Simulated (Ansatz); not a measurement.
# Polymorphs of AlCu3

Level of theory: DFT r2SCAN, scalar-relativistic, plane waves, PAW in Ansatz. Settings: cutoff 500 eV, Γ-centred meshes no coarser than 0.19 Å⁻¹ for metals and 0.3 Å⁻¹ for insulators (2π included), Gaussian smearing.

These are static lattice energies at zero pressure. Only the structures computed here compete, so a lower one can exist. For metals, differences of a few meV/atom aren't resolved. No run is spin-polarised.

```
#   started from      space group  atoms  V (Å³/atom)  ΔE (meV/atom)  gap on mesh (eV)
1  database cell    Pmmn (No. 59)      8         12.0              0              0.00
2  database cell  Pm-3m (No. 221)      4         12.1             12              0.00
3  database cell  Fm-3m (No. 225)      4         12.1             19              0.00
```

The lowest structure: Space group Pmmn (No. 59), orthorhombic, a = 4.187 Å, b = 5.139 Å, c = 4.478 Å. Al has 12 Cu at 2.57–2.59 Å; Cu on Wyckoff site b (2 atoms of the primitive cell) is coordinated by 8 Cu at 2.57–2.59 Å and 4 Al at 2.57 Å; Cu on Wyckoff site e (4 atoms of the primitive cell) has 8 Cu at 2.56–2.59 Å and 4 Al at 2.57–2.59 Å. Its energy against the elements is -0.20 eV/atom. The zero of energy is the lowest elemental structures computed at the same level; no fitted shifts are applied.

```cif
data_structure
_symmetry_space_group_name_H-M 'Pmmn:1'
_symmetry_Int_Tables_number 59
_cell_length_a 4.1873
_cell_length_b 5.1392
_cell_length_c 4.4775
_cell_angle_alpha 90.000
_cell_angle_beta 90.000
_cell_angle_gamma 90.000
_cell_volume 96.35
loop_
_atom_site_label
_atom_site_type_symbol
_atom_site_symmetry_multiplicity
_atom_site_Wyckoff_symbol
_atom_site_fract_x
_atom_site_fract_y
_atom_site_fract_z
_atom_site_occupancy
Al1 Al 2 a 0.00000 0.00000 0.66478 1
Cu1 Cu 2 b 0.00000 0.50000 0.66761 1
Cu2 Cu 4 e 0.00000 0.25075 0.16423 1
```

The second: Space group Pm-3m (No. 221), cubic, a = 3.642 Å. Around Al lie 12 Cu at 2.58 Å; Cu is coordinated by 4 Al at 2.58 Å and 8 Cu at 2.58 Å.